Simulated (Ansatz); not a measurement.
Lattice dynamics at Γ of CaO (rocksalt)

Perturbation theory with PBEsol in the PAW code Ansatz on the PBEsol cell, ground state and force constants on an 8×8×8 mesh. Calculated for a static, non-magnetic cell.

It is cubic, Fm-3m (No. 225); a = 4.767 Å in the conventional setting, 13.54 Å³ an atom. Ca is surrounded by 6 O at 2.38 Å; O is surrounded by 6 Ca at 2.38 Å.

```xyz
2
Lattice="0.0000 2.3836 2.3836 2.3836 0.0000 2.3836 2.3836 2.3836 0.0000" Properties=species:S:1:pos:R:3 pbc="T T T"
Ca    0.0000    0.0000    0.0000
O     2.3836    2.3836    2.3836
```

Optical modes without the longitudinal term:
```tsv
ω (cm⁻¹)	degeneracy	IR intensity, summed over the level ((D/Å)²/amu)
273	3	33.71
```

The optical mode at Γ lies at 273 cm⁻¹ without the longitudinal term. With the long-range field the highest mode reaches 551 cm⁻¹.

The clamped-ion dielectric constant comes out as 3.86 in all directions. With the ions relaxed, ε⁰ is 15.7 in all directions. Born charges, averaged over directions: Ca +2.36, O -2.36 e.

With one polar mode in a cubic crystal the Lyddane-Sachs-Teller relation applies: (ω_LO/ω_TO)² = (551.4/272.9)² = 4.081, and ε⁰/ε∞ = 15.736/3.856 = 4.081. The refractive index √ε∞ is 1.96.

For comparison, on the r2SCAN cell the mean ε∞ is 3.52 with r2SCAN (ground state on 8×8×8; least gap 4.20 eV), 3.79 with PBE (ground state on 8×8×8; least gap 3.65 eV).
